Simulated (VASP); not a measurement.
# TiC (Fm-3m) in VASP: notebook

The runs below take TiC through single point, with PBE.

Everything below comes from runs of VASP 6.6.1. Logs are shortened: lines on timing, memory, paths and dates and some standing lists are left out, and cuts for length are marked.

## Step 1: The crystal as given

The structure is cubic, space group Fm-3m (No. 225). The conventional cell has a = 4.319 Å, b = 4.319 Å, c = 4.319 Å, α = 90.00°, β = 90.00°, γ = 90.00°. Ti (site symmetry m-3m) is surrounded by 6 C at 2.16 Å. Around C (site symmetry m-3m) lie 6 Ti at 2.16 Å.

## Step 2: Single point, PBE

Input file INCAR:

```
  ALGO = Fast
  EDIFF = 1E-7
  ENCUT = 450
  GGA = PE
  ISIF = 2
  ISMEAR = 0
  LASPH = True
  LCHARG = False
  LREAL = False
  LWAVE = False
  NELM = 60
  PREC = Accurate
  SIGMA = 0.1
```

Input file KPOINTS:

```
k-points
0
Gamma
  12 12 12
```

Input file POSCAR:

```
TiC
1.0
    0.0000000000      2.1593000000      2.1593000000
    2.1593000000      0.0000000000      2.1593000000
    2.1593000000      2.1593000000      0.0000000000
Ti C
1 1
Direct
    0.0000000000      0.0000000000      0.0000000000
    0.5000000000      0.5000000000      0.5000000000
```

Potentials or basis: VASP PAW PBE potentials, release 64 (Ti_sv, C).

The run is started by

```sh
> cat potpaw_PBE.64/Ti_sv/POTCAR potpaw_PBE.64/C/POTCAR > POTCAR
> mpirun -np 1 vasp_std > vasp.out
```

OUTCAR:

```text
EDIFF = 1E-7
   ENCUT = 450
   GGA = PE
   ISIF = 2
   ISMEAR = 0
   LASPH = True
   LREAL = False
   NELM = 60
   PREC = Accurate

 ion  position               nearest neighbor table
   1  0.000  0.000  0.000-   2 2.16   2 2.16   2 2.16   2 2.16   2 2.16   2 2.16
   2  0.500  0.500  0.500-   1 2.16   1 2.16   1 2.16   1 2.16   1 2.16   1 2.16

  LATTYP: Found a face centered cubic cell.
 ALAT       =     4.3186000000

  Lattice vectors:

 A1 = (   0.0000000000,   2.1593000000,   2.1593000000)
 A2 = (   2.1593000000,   0.0000000000,   2.1593000000)
 A3 = (   2.1593000000,   2.1593000000,   0.0000000000)

Analysis of symmetry for initial positions (statically):
=====================================================================
 Subroutine PRICEL returns:
 Original cell was already a primitive cell.

 Routine SETGRP: Setting up the symmetry group for a
 face centered cubic supercell.

 Subroutine GETGRP returns: Found 48 space group operations
 (whereof 48 operations were pure point group operations)
 out of a pool of 48 trial point group operations.

The static configuration has the point symmetry O_h .

Analysis of symmetry for dynamics (positions and initial velocities):
=====================================================================
 Subroutine PRICEL returns:
 Original cell was already a primitive cell.

 Routine SETGRP: Setting up the symmetry group for a
 face centered cubic supercell.

 Subroutine GETGRP returns: Found 48 space group operations
 (whereof 48 operations were pure point group operations)
 out of a pool of 48 trial point group operations.

The dynamic configuration has the point symmetry O_h .

 Subroutine INISYM returns: Found 48 space group operations
 (whereof 48 operations are pure point group operations),
 and found     1 'primitive' translations

----------------------------------------------------------------------------------------

                                     Primitive cell

  volume of cell :      20.1358

  direct lattice vectors                    reciprocal lattice vectors
     0.000000000  2.159300000  2.159300000    -0.231556523  0.231556523  0.231556523
     2.159300000  0.000000000  2.159300000     0.231556523 -0.231556523  0.231556523
     2.159300000  2.159300000  0.000000000     0.231556523  0.231556523 -0.231556523

  length of vectors
     3.053711345  3.053711345  3.053711345     0.401067663  0.401067663  0.401067663

  position of ions in fractional coordinates (direct lattice)
     0.000000000  0.000000000  0.000000000
     0.500000000  0.500000000  0.500000000

  ion indices of the primitive-cell ions
   primitive index   ion index
                 1           1
                 2           2

----------------------------------------------------------------------------------------

 KPOINTS: k-points

Automatic generation of k-mesh.
 Grid dimensions read from file:
 generate k-points for:   12   12   12

 Generating k-lattice:

  Cartesian coordinates                     Fractional coordinates (reciprocal lattice)
    -0.019296377  0.019296377  0.019296377     0.083333333  0.000000000  0.000000000
     0.019296377 -0.019296377  0.019296377     0.000000000  0.083333333  0.000000000
     0.019296377  0.019296377 -0.019296377     0.000000000  0.000000000  0.083333333

  Length of vectors
     0.033422305  0.033422305  0.033422305

  Shift w.r.t. Gamma in fractional coordinates (k-lattice)
     0.000000000  0.000000000  0.000000000

 Subroutine IBZKPT returns following result:
 ===========================================

 Found     72 irreducible k-points:

 Following reciprocal coordinates:
            Coordinates               Weight
  0.000000  0.000000  0.000000      1.000000
  0.083333  0.000000  0.000000      8.000000
  0.166667  0.000000  0.000000      8.000000
  0.250000  0.000000  0.000000      8.000000
  0.333333  0.000000  0.000000      8.000000
  0.416667  0.000000  0.000000      8.000000
[... 16 lines left out ...]
  0.500000  0.166667  0.000000     24.000000
 -0.416667  0.166667  0.000000     24.000000
 [... further k-points ...]
   k-points           NKPTS =     72   k-points in BZ     NKDIM =     72   number of bands    NBANDS=     12
   number of dos      NEDOS =    301   number of ions     NIONS =      2
   total plane-waves  NPLWV =  13824
   dimension x,y,z NGX =    24 NGY =   24 NGZ =   24
   dimension x,y,z NGXF=    48 NGYF=   48 NGZF=   48
   ions per type =               1   1
   NGX,Y,Z   is equivalent  to a cutoff of  13.07, 13.07, 13.07 a.u.
   NGXF,Y,Z  is equivalent  to a cutoff of  26.13, 26.13, 26.13 a.u.
 SYSTEM =  unknown system
   PREC   = accura    normal or accurate (medium, high low for compatibility)
   ISTART =      0    job   : 0-new  1-cont  2-samecut
   ICHARG =      2    charge: 1-file 2-atom 10-const
   ISPIN  =      1    spin polarized calculation?
   LNONCOLLINEAR =      F non collinear calculations
   LSORBIT =      F    spin-orbit coupling
   LASPH  =      T    aspherical Exc in radial PAW
   ENCUT  =  450.0 eV  33.07 Ry    5.75 a.u.   5.28  5.28  5.28*2*pi/ulx,y,z
   NELM   =     60;   NELMIN=  2; NELMDL= -5     # of ELM steps
   EDIFF  = 0.1E-06   stopping-criterion for ELM
   LREAL  =      F    real-space projection
   EDIFFG = 0.1E-05   stopping-criterion for IOM
   NSW    =      0    number of steps for IOM
   IBRION =     -1    ionic relax: 0-MD 1-quasi-New 2-CG
   NFREE  =      0    steps in history (QN), initial steepest desc. (CG)
   ISIF   =      2    stress and relaxation
   ISYM   =      2    0-nonsym 1-usesym 2-fastsym
   POTIM  = 0.5000    time-step for ionic-motion
   TEBEG  =    0.0;   TEEND  =   0.0 temperature during run
   PSTRESS=    0.0 pullay stress
   NELECT =      16.0000    total number of electrons
   NUPDOWN=      -1.0000    fix difference up-down
   EMIN   =  10.00;   EMAX   =-10.00  energy-range for DOS
   EFERMI =   0.00;   METHOD = LEGACY
   ISMEAR =     0;   SIGMA  =   0.10  broadening in eV -4-tet -1-fermi 0-gaus
   EFERMI_NEDOS =   21; number of points for ismear=-14 and -15
   IALGO  =     68    algorithm
   IMIX   =      4    mixing-type and parameters
     AMIX     =   0.40;   BMIX     =  1.00
     AMIX_MAG =   1.60;   BMIX_MAG =  1.00
  volume/ion in A,a.u.               =      10.07        67.94
  Fermi-wavevector in a.u.,A,eV,Ry     =   1.516323  2.865436 31.283015  2.299237
  Thomas-Fermi vector in A             =   2.625728
   LORBIT       =      0    0 simple, 1 ext, 2 COOP (PROOUT), +10 PAW based schemes
   GGA     = PE    functional components
   LHFCALC =     F    Hartree Fock is set to
   AEXX    =    0.0000 exact exchange contribution
   IVDW    =     0    specifies the selected vdW correction
   LEPSILON=     F    determine dielectric tensor
   LRPA    =     F    only Hartree local field effects (RPA)
 non-spin polarized calculation
 RMM-DIIS sequential band-by-band and
 Gauss-broadening in eV      SIGMA  =   0.10
  energy-cutoff  :      450.00
  volume of cell :       20.14
 maximum number of plane-waves:       448
 NGX is ok and might be reduce to    24
   NGX = 11   NGY = 11   NGZ = 11

 number of electron      16.0000002 magnetization

 Free energy of the ion-electron system (eV)
  ---------------------------------------------------
  ext. energy  EPLUGINS =         0.00000000
  ---------------------------------------------------
  free energy    TOTEN  =       -18.70918105 eV

  energy without entropy =      -18.70769617  energy(sigma->0) =      -18.70843861

 E-fermi :   9.5631     XC(G=0): -12.7442

 val. band max:        9.5160421694   @ k =   0.1667   0.1667   0.0000
 cond. band min:       9.6273338576   @ k =   0.4167   0.3333   0.0000
 fundamental gap:      0.1112916882
 Fermi energy:         9.5630906701

 k-point     1 :       0.0000    0.0000    0.0000
  band No.  band energies     occupation
      1     -47.0442      2.00000
      2     -23.0660      2.00000
      3     -23.0660      2.00000
      4     -23.0660      2.00000
      5      -2.9164      2.00000
      6      10.2147      0.00000
      7      10.2147      0.00000
      8      10.2148      0.00000
      9      11.2105      0.00000
     10      11.2105      0.00000
     11      11.2105      0.00000
     12      11.2494      0.00000

 k-point     2 :       0.0833    0.0000    0.0000
  band No.  band energies     occupation
      1     -47.0395      2.00000
      2     -23.1017      2.00000
      3     -23.0694      2.00000
      4     -23.0694      2.00000
      5      -2.7590      2.00000
      6       9.4987      1.63759
      7       9.7687      0.00364
      8       9.7687      0.00364
      9      10.5356      0.00000
     10      10.5356      0.00000
     11      11.5785      0.00000
     12      12.5997      0.00000

 k-point     3 :       0.1667    0.0000    0.0000
  band No.  band energies     occupation
      1     -47.0258      2.00000
      2     -23.1980      2.00000
      3     -23.0785      2.00000
      4     -23.0785      2.00000
      5      -2.3019      2.00000
      6       8.2031      2.00000
      7       8.7080      2.00000
      8       8.7080      2.00000
      9      10.8141      0.00000
     10      10.8141      0.00000
     11      11.9822      0.00000
     12      14.0364      0.00000

 k-point     4 :       0.2500    0.0000    0.0000
  band No.  band energies     occupation
      1     -47.0069      2.00000
      2     -23.3272      2.00000
      3     -23.0908      2.00000
      4     -23.0908      2.00000
      5      -1.5963      2.00000
      6       6.7690      2.00000
      7       7.8076      2.00000
      8       7.8076      2.00000
      9      11.2992      0.00000
     10      11.2992      0.00000
     11      12.3759      0.00000
     12      15.4137      0.00000

 k-point     5 :       0.3333    0.0000    0.0000
  band No.  band energies     occupation
      1     -46.9878      2.00000
      2     -23.4540      2.00000
      3     -23.1031      2.00000
      4     -23.1031      2.00000
      5      -0.7270      2.00000
      6       5.3750      2.00000
      7       7.1415      2.00000
      8       7.1415      2.00000
      9      11.8453      0.00000
     10      11.8453      0.00000
     11      12.8537      0.00000
     12      16.6027      0.00000
[... 228 lines left out ...]
      1     -46.9882      2.00000
      2     -23.3741      2.00000
      3     -23.1434      2.00000
      4     -23.1413      2.00000
      5      -1.0611      2.00000
      6       5.8203      2.00000
      7       7.4997      2.00000
      8       8.1622      2.00000
      9      10.4344      0.00000
     10      12.1263      0.00000
     11      13.1797      0.00000
     12      14.4029      0.00000

 k-point    22 :       0.4167    0.1667    0.0000
  band No.  band energies     occupation
      1     -46.9725      2.00000
      2     -23.4661      2.00000
      3     -23.1657      2.00000
      4     -23.1500      2.00000
      5      -0.3622      2.00000
      6       5.0812      2.00000
      7       6.8387      2.00000
      8       7.5266      2.00000
      9      11.0628      0.00000
     10      12.5016      0.00000
     11      13.3593      0.00000
     12      15.3991      0.00000

 k-point    23 :       0.5000    0.1667    0.0000
  band No.  band energies     occupation
      1     -46.9628      2.00000
      2     -23.5210      2.00000
      3     -23.1906      2.00000
      4     -23.1466      2.00000
      5       0.2185      2.00000
      6       4.4485      2.00000
      7       6.5472      2.00000
      8       7.0717      2.00000
      9      11.7294      0.00000
     10      12.5896      0.00000
     11      13.4539      0.00000
     12      16.3838      0.00000

 k-point    24 :      -0.4167    0.1667    0.0000
  band No.  band energies     occupation
      1     -46.9615      2.00000
      2     -23.5261      2.00000
      3     -23.2081      2.00000
      4     -23.1341      2.00000
      5       0.3743      2.00000
      6       4.2703      2.00000
      7       6.5605      2.00000
      8       6.8392      2.00000
      9      12.2771      0.00000
     10      12.3470      0.00000
     11      13.4164      0.00000
     12      16.2161      0.00000

 [... further k-points ...]
[... 5 lines left out ...]
  --------------------------------------------------------------------------------------
  -------------------------------------------------------------------------------------
  Total        0.2883065      0.2883065      0.2883065      0.0000000      0.0000000     -0.0000000
  in kB       22.9401403     22.9401403     22.9401403      0.0000000      0.0000000     -0.0000000
  external PRESSURE =      22.9401403 kB  Pullay stress =       0.0000000 kB

 VOLUME and BASIS-vectors are now :
 -----------------------------------------------------------------------------
  energy-cutoff  :      450.00
  volume of cell :       20.14
      direct lattice vectors                 reciprocal lattice vectors
     0.000000000  2.159300000  2.159300000    -0.231556523  0.231556523  0.231556523
     2.159300000  0.000000000  2.159300000     0.231556523 -0.231556523  0.231556523
     2.159300000  2.159300000  0.000000000     0.231556523  0.231556523 -0.231556523

 POSITION                                       TOTAL-FORCE (eV/Angst)
 -----------------------------------------------------------------------------------
      0.00000      0.00000      0.00000         0.000000     -0.000000     -0.000000
      2.15930      2.15930      2.15930        -0.000000      0.000000      0.000000
 -----------------------------------------------------------------------------------
    total drift:                                0.000000     -0.000000     -0.000000

  FREE ENERGIE OF THE ION-ELECTRON SYSTEM (eV)
  ---------------------------------------------------
  free  energy   TOTEN  =       -18.7091810527 eV

  energy  without entropy=      -18.7076961699  energy(sigma->0) =      -18.70843861
```

Run time: 43 s. Hardware: 1 thread of Intel Xeon 6975P-C (Granite Rapids), shared host; peak memory 0.15 GiB.

Results:

- Free energy: -18.7092 eV
- Band gap on the k mesh: none (metal or under the smearing width)

Levels at points of the mesh, in eV from the Fermi level:
| k point | band 4 | band 5 | band 6 | band 7 | band 8 | band 9 | band 10 | band 11 | band 12 |
| --- | --- | --- | --- | --- | --- | --- | --- | --- | --- |
| (0.00, 0.00, 0.00) | -32.63 | -12.48 | 0.65 | 0.65 | 0.65 | 1.65 | 1.65 | 1.65 | 1.69 |
| (0.50, 0.00, 0.00) | -32.68 | -8.96 | -5.92 | -2.97 | -2.97 | 2.90 | 2.90 | 4.10 | 8.22 |
| (0.50, 0.50, 0.00) | -32.80 | -10.19 | -3.48 | -1.69 | -0.07 | -0.07 | 2.69 | 3.51 | 3.51 |

Caveat: the cutoff is under 1.25 times the usual one of these potentials, so pressure, stress and relaxed cells hold a basis-set (Pulay) error.

(Continued in part 2 of 2.)
